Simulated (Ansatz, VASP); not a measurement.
# Cross-check of Ga2O3 (Ga2O3 (0001), 6 units) between VASP and Ansatz, part 2 of 2

Wanted: the spread between two codes on one cell, functional and k mesh. The structure shown is the end of the VASP relaxation below.

VASP 6.6.1 and Ansatz 0.2.0.

So far: Starting point; VASP: relaxation, PBE.

## (3) Ansatz: single point, PBE

Level of this step: Ansatz beside VASP: Kohn-Sham DFT, plane waves, PBE (Ansatz).

Ansatz runs on its default PAW (the set named soft_2) files.

The same cell, functional, mesh and smearing now go to Ansatz, which takes its cutoff from its data sets.

input.yaml

```yaml
crystal:
  lattice:
    - [4.98, 0.0, 0.0]
    - [-2.49, 4.31280651, 0.0]
    - [0.0, 0.0, 30.84803333]
  atoms:
    - { symbol: Ga, position: [0.66666667, 0.33333333, 0.30785142] }
    - { symbol: Ga, position: [0.33333333, 0.66666667, 0.34291756] }
    - { symbol: Ga, position: [0.0, 0.0, 0.35369904] }
    - { symbol: Ga, position: [0.66666667, 0.33333333, 0.41702497] }
    - { symbol: Ga, position: [0.33333333, 0.66666667, 0.4336515] }
    - { symbol: Ga, position: [0.0, 0.0, 0.49032482] }
    - { symbol: Ga, position: [0.66666667, 0.33333333, 0.50967518] }
    - { symbol: Ga, position: [0.33333333, 0.66666667, 0.5663485] }
    - { symbol: Ga, position: [0.0, 0.0, 0.58297503] }
    - { symbol: Ga, position: [0.66666667, 0.33333333, 0.64630096] }
    - { symbol: Ga, position: [0.33333333, 0.66666667, 0.65708244] }
    - { symbol: Ga, position: [0.0, 0.0, 0.69214858] }
    - { symbol: O, position: [0.29636929, 0.97900052, 0.31159826] }
    - { symbol: O, position: [0.02099948, 0.31736877, 0.31159826] }
    - { symbol: O, position: [0.68263123, 0.70363071, 0.31159826] }
    - { symbol: O, position: [0.02511749, 0.66858752, 0.38731258] }
    - { symbol: O, position: [0.33141248, 0.35652998, 0.38731258] }
    - { symbol: O, position: [0.64347002, 0.97488251, 0.38731258] }
    - { symbol: O, position: [0.97041841, 0.33559493, 0.46270677] }
    - { symbol: O, position: [0.66440507, 0.63482347, 0.46270677] }
    - { symbol: O, position: [0.36517653, 0.02958159, 0.46270677] }
    - { symbol: O, position: [0.69624826, 0.9977384, 0.53729323] }
    - { symbol: O, position: [0.0022616, 0.69850986, 0.53729323] }
    - { symbol: O, position: [0.30149014, 0.30375174, 0.53729323] }
    - { symbol: O, position: [0.64154917, 0.66474582, 0.61268742] }
    - { symbol: O, position: [0.33525418, 0.97680336, 0.61268742] }
    - { symbol: O, position: [0.02319664, 0.35845083, 0.61268742] }
    - { symbol: O, position: [0.37029738, 0.35433281, 0.68840174] }
    - { symbol: O, position: [0.64566719, 0.01596456, 0.68840174] }
    - { symbol: O, position: [0.98403544, 0.62970262, 0.68840174] }
hamiltonian:
  xc: pbe
  pseudopotentials: { kind: paw }
kpoints:
  mp_grid: { grid: [6, 6, 1] }
scf:
  occupations: { method: gaussian, width: 0.05 }
  n_extra_bands: 11
efield:
  axis: 3
  dipole_correction: true
  ramp_width: 0.04
output:
  forces: true
  eigenvalues: true
  write_density: true
  write_potential: true
  elf: true
  volumetric_format: npy
```

Launch:

```console
ansatz run input.yaml --threads 8 --pin off --max-ram 18432MiB --backend cpu --events-out ev --progress --plain --runs-dir out
```

Numbers of over 12 decimals in the logs are rounded to 6 here.

Log:

```text
scf.n_extra_bands = 11 over 132 filled bands (N_el = 264.0): the run solves 143 bands
Engine: ansatz 0.2.0, aarch64-unknown-linux-gnu
Pseudopotentials: kind: paw
Pseudopotential: Ga, paw, valence charge 13, recommended cutoff 420 eV (normal), Ga.paw.azcp
Pseudopotential: O, paw, valence charge 6, recommended cutoff 420 eV (normal), O.paw.azcp
Functional definition: PBE
  parameter kappa = 0.804
  parameter beta = 0.066725
  exchange = pbe_x(kappa = kappa, mu = beta*pi^2/3)
  correlation = pbe_c(beta = beta)
Crystal: 30 atoms, lattice volume = 662.547 Å³
Basis set: ecut = 420 eV, 12925 PW (Γ), exchange–correlation on 72×72×432 points (8 copies of the dense FFT grid, shifted against one another)
Bands: 143, of which v1, the nominal top of the filled ones, is band 132 counted from 1 (131 counted from 0)
Symmetry: 3 space group operations
k-points: 8 of 36 (time reversal used)
Non-local potential: Ga, projectors of the file, l = 0: 2, l = 1: 2, l = 2: 3, l = 3: 1
Non-local potential: O, projectors of the file, l = 0: 2, l = 1: 2, l = 2: 1
PAW form: soft (Blöchl's): semilocal exchange-correlation on the pseudo side does not see the compensation charge
PAW one-centre angular grid: Ga, 590 points (default); XC on 64 Gauss nodes
PAW one-centre angular grid: O, 110 points (default); XC on 64 Gauss nodes
Initial density: superposition of atomic densities (neutral atoms: chi_scale 0, normalization atom), corrected by the library's trained network
Initial wavefunctions: pseudopotential atomic-orbital guess
Functional: x = pbe(κ = 0.804, μ = 0.219515), c = pbe(β = 0.066725)
SCF iter   1: F=—  HF=-55616.468641 eV  |F-HF|=—  |Δ(HF+E_count)|=         —  Δρ=1.40e-3  dr2=1.04e-2  ethr=1.77e-3  p=0.000 e·Å  D=2.02e-13 V/Å  ΔV_dip=-0.00 eV  dr2_dipole=2.33e-7  V_vac-E_F(+/−)=5.24/5.24 eV  ⟨swp⟩=6.5  Hψ=4688  notcnv=0  defer=6
efield: sawtooth ramp at fractional position 0.9800 (placed from the atoms, in the widest stretch of the axis that holds none; the zero of the levels goes with the place), width 0.0400; the density the first Hamiltonian is built on has a dipole p = 0.000 e·Å; the dipole correction subtracts the counter field D = 2.02e-13 V/Å, which shifts the + side's vacuum level by -0.00 eV against the − side's; the planar-averaged density in the ramp window peaks in size at 9.8e-6 e/Å³
preconditioner: auto → Resta (q_TF=auto, 2.340 Å⁻¹)  ε∞=3.4  [insulator: Δε(μ)=2.541 eV  Ē_g=15.046 eV  σ=0.050 eV  W_gap=1.00  n_scr=124 (ndim 8)  ℏωp=23.4 eV  f_vac=0.535  D(μ)=0.00/eV (n_scr^D=0)  ε∞_Penn≈3.4  vacuum switching on, ρ_ref=1.6e-2 e/Å³]
SCF iter   2: F=—  HF=-55616.492171 eV  |F-HF|=—  |Δ(HF+E_count)|=   2.35e-2  Δρ=8.34e-4  dr2=2.98e-3  ethr=3.95e-6  p=0.000 e·Å  D=5.32e-5 V/Å  ΔV_dip=-0.00 eV  dr2_dipole=1.11e-7  V_vac-E_F(+/−)=5.27/5.27 eV  ⟨swp⟩=3.0  Hψ=2989  notcnv=0  defer=37
SCF iter   3: F=—  HF=-55616.494843 eV  |F-HF|=—  |Δ(HF+E_count)|=   2.67e-3  Δρ=3.67e-4  dr2=6.55e-4  ethr=1.13e-6  p=0.000 e·Å  D=1.22e-5 V/Å  ΔV_dip=-0.00 eV  dr2_dipole=2.95e-9  V_vac-E_F(+/−)=5.29/5.29 eV  ⟨swp⟩=2.1  Hψ=2162  notcnv=0  defer=37
SCF iter   4: F=—  HF=-55616.495944 eV  |F-HF|=—  |Δ(HF+E_count)|=   1.10e-3  Δρ=8.51e-5  dr2=4.03e-5  ethr=2.48e-7  p=-0.000 e·Å  D=-1.19e-5 V/Å  ΔV_dip=0.00 eV  dr2_dipole=5.81e-9  V_vac-E_F(+/−)=5.30/5.30 eV  ⟨swp⟩=3.0  Hψ=2175  notcnv=0  defer=37
SCF iter   5: F=—  HF=-55616.496027 eV  |F-HF|=—  |Δ(HF+E_count)|=   8.38e-5  Δρ=4.55e-5  dr2=1.31e-5  ethr=1.53e-8  p=-0.000 e·Å  D=-1.50e-6 V/Å  ΔV_dip=0.00 eV  dr2_dipole=6.60e-11  V_vac-E_F(+/−)=5.30/5.30 eV  ⟨swp⟩=2.0  Hψ=2146  notcnv=0  defer=37
SCF iter   6: F=—  HF=-55616.496025 eV  |F-HF|=—  |Δ(HF+E_count)|=   2.09e-6  Δρ=1.57e-5  dr2=1.51e-6  ethr=4.95e-9  p=-0.000 e·Å  D=-3.35e-7 V/Å  ΔV_dip=0.00 eV  dr2_dipole=2.73e-12  V_vac-E_F(+/−)=5.31/5.31 eV  ⟨swp⟩=2.0  Hψ=2129  notcnv=0  defer=37
SCF iter   7: F=—  HF=-55616.496027 eV  |F-HF|=—  |Δ(HF+E_count)|=   1.25e-6  Δρ=4.46e-6  dr2=1.27e-7  ethr=5.74e-10  p=-0.000 e·Å  D=-5.13e-7 V/Å  ΔV_dip=0.00 eV  dr2_dipole=1.51e-11  V_vac-E_F(+/−)=5.31/5.31 eV  ⟨swp⟩=3.0  Hψ=2294  notcnv=0  defer=37
SCF iter   8: F=-55616.496027 eV  HF=-55616.496027 eV  |F-HF|=2.28e-8  |Δ(HF+E_count)|=   2.19e-7  Δρ=2.16e-6  dr2=2.32e-8  ethr=3.79e-11  p=0.000 e·Å  D=1.69e-7 V/Å  ΔV_dip=-0.00 eV  dr2_dipole=2.08e-12  V_vac-E_F(+/−)=5.31/5.31 eV  ⟨swp⟩=19.0  Hψ=10588  notcnv=0
SCF 1 converged in 8 iterations: F = -55616.496027 eV  dr2 = 2.32e-8
  greatest PAW one-centre occupation: 0.998 electrons in one spin orbital (limit 2), on the Ga atom at site 10 (counted from 0), in its partial waves of l = 2
WARN: The output density's exchange-correlation potential varies sharply where the density is thin. Do not read a vacuum level from v_tot or v_xc, or from such a field of the output density. On a cell that repeats whose density bears no net charge and no dipole along the vacuum's axis use v_es (v_loc + v_h of the components); under efield.dipole_correction with no amplitude use v_es + v_field, which holds any externa [...]
SCF converged after 8 iterations
Free energy (F): -55616.496027 eV
Harris-Foulkes:  -55616.496027 eV  (|F-HF|=2.28e-8)
Internal energy: -55616.496027 eV  (E = F + TS)
E sigma→0 (E₀):  -55616.496027 eV
Fermi energy:    1.593777 eV
Dipole field:    D = -0.000001 V/Å  (p = -0.000003 e·Å, saw-weighted, corrected)
Work function:   Φ+ = 5.3084 eV   Φ− = 5.3084 eV
Levels:          The Fermi level and band energies are counted from a zero that moves with the ramp; work functions are not
--- Per-component energies (eV) ---
  E_band       = -2317.680703
  E_kinetic    = 4556.574366
  E_local      = -498599.251530  (includes V_loc(G=0)·N_el)
  E_nonlocal   = 6063.176898
  E_hartree    = 246903.217624
  E_xc         = -2137.495089
  E_vxc        = -2370.924615  (∫ρ·V_xc dr)
  E_paw        = -26827.878570  (= ΣΔE_a)
  E_vpaw       = -5773.757419  (= ΣTr[D̂ρ^β])
  E_aug_tail   = 0.043024  (compensation charges beyond the density's cutoff)
  E_efield     = 0.000000  (sawtooth field / dipole correction)
  E_vefield    = 0.000000  (∫n·V_field dr)
  E_ewald      = 214425.117250
  E_smearing   = -0.000000  (= −TS)
  E_closure    = 0.000000  (closes the sum)
  Σ components = -55616.496027   (vs F -55616.496027, Δ=0.00e0)
--- Forces (eV/Å), atoms counted from 1 ---
  atom   1  Ga    -0.00000000     0.00000000     0.11778087
  atom   2  Ga     0.00000000     0.00000000    -0.27052567
  atom   3  Ga    -0.00000000    -0.00000000     0.01219098
  atom   4  Ga     0.00000000     0.00000000    -0.21180456
  atom   5  Ga    -0.00000000    -0.00000000     0.23727332
  atom   6  Ga     0.00000000     0.00000000    -0.21354818
  atom   7  Ga    -0.00000000    -0.00000000     0.21354745
  atom   8  Ga     0.00000000     0.00000000    -0.23727499
  atom   9  Ga    -0.00000000    -0.00000000     0.21180263
  atom  10  Ga     0.00000000    -0.00000000    -0.01219571
  atom  11  Ga    -0.00000000    -0.00000000     0.27052146
  atom  12  Ga     0.00000000     0.00000000    -0.11778276
  atom  13  O      0.41439831     0.36764871     0.13174533
  atom  14  O     -0.52559228     0.17505511     0.13174533
  atom  15  O      0.11119397    -0.54270383     0.13174533
  atom  16  O     -0.07819669    -0.06949858     0.00029186
  atom  17  O      0.09928588    -0.03297103     0.00029186
  atom  18  O     -0.02108919     0.10246961     0.00029186
  atom  19  O      0.15404180    -0.01239187    -0.01465106
  atom  20  O     -0.06628922     0.13960005    -0.01465106
  atom  21  O     -0.08775258    -0.12720818    -0.01465106
  atom  22  O     -0.15404174     0.01239150     0.01465212
  atom  23  O      0.06628952    -0.13959981     0.01465212
  atom  24  O      0.08775222     0.12720831     0.01465212
  atom  25  O      0.07819662     0.06949777    -0.00028818
  atom  26  O     -0.09928514     0.03297138    -0.00028818
  atom  27  O      0.02108852    -0.10246915    -0.00028818
  atom  28  O     -0.41439981    -0.36764955    -0.13174515
  atom  29  O      0.52559375    -0.17505599    -0.13174515
  atom  30  O     -0.11119394     0.54270553    -0.13174515
  max |Σ_I F_I| component: 4.17e-7 eV/Å
--- Band table (eV; the first three rows and the last of 8) ---
  k-point 0: bands = [... 128 lower, 0.3087, 0.3087, 0.3207, 0.3207, 2.8661, 3.4148, 4.3497, 5.3685, ... 7 higher]
  k-point 1: bands = [... 128 lower, 0.1242, 0.1635, 0.2502, 0.2746, 3.5481, 3.9000, 4.6922, 5.6155, ... 7 higher]
  k-point 2: bands = [... 128 lower, -0.0742, 0.0478, 0.0728, 0.1661, 4.6404, 4.7044, 5.3790, 6.0190, ... 7 higher]
  k-point 7: bands = [... 128 lower, -0.0303, 0.0909, 0.1617, 0.1617, 5.0614, 5.0614, 6.2244, 6.3796, ... 7 higher]
```

It took 37 s on 8 threads of Arm Neoverse N1, shared host; peak memory 3.3 GiB.

## (4) Differences

Known differences besides the potentials themselves: the data sets hold 264 valence electrons in Ansatz (default PAW (the set named soft_2) files) and 144 in VASP; the cutoff is 420 eV in Ansatz and 400 eV in VASP (PREC = Normal, projectors in real space); VASP leaves aspherical gradient terms in its spheres out (LASPH is not set), Ansatz keeps them. Total energies have different zeros and are not compared.

Compared:

| quantity | Ansatz | VASP | difference |
| --- | --- | --- | --- |
| gap on the k mesh (eV) | 2.545 | 2.575 | -0.030 |

At this near-relaxed geometry the largest component of a force difference is 542 meV/Å. A gap on the mesh is an upper bound, since the band edges may lie between its points.

## (5) Results

```
r.m.s. force difference (single point, PBE) : 171 meV/Å
```

In words: The r.m.s. force difference is 171 meV/Å (single point, PBE), beyond the 12 meV/Å picked in this series as the mark of a large difference. What causes the difference of the single point, PBE pair stays open here. 2 further runs of this series are not shown here. Such differences can come from data sets, numerical settings and the points named under the comparisons, not from the functional's error against experiment.

[Lines on the potential files, build, host, timing and source positions are cut from VASP's logs without a mark.]

[Logs are printed without paths, hosts, clocks, repeated set-up lines and the standing remarks that a program may print on its own settings, such as how far it seeks lower states.]

[Hosts, paths, dates, database ids (printed as entryN), source tags and the programs' standing remarks are cut or masked in the printed files.]
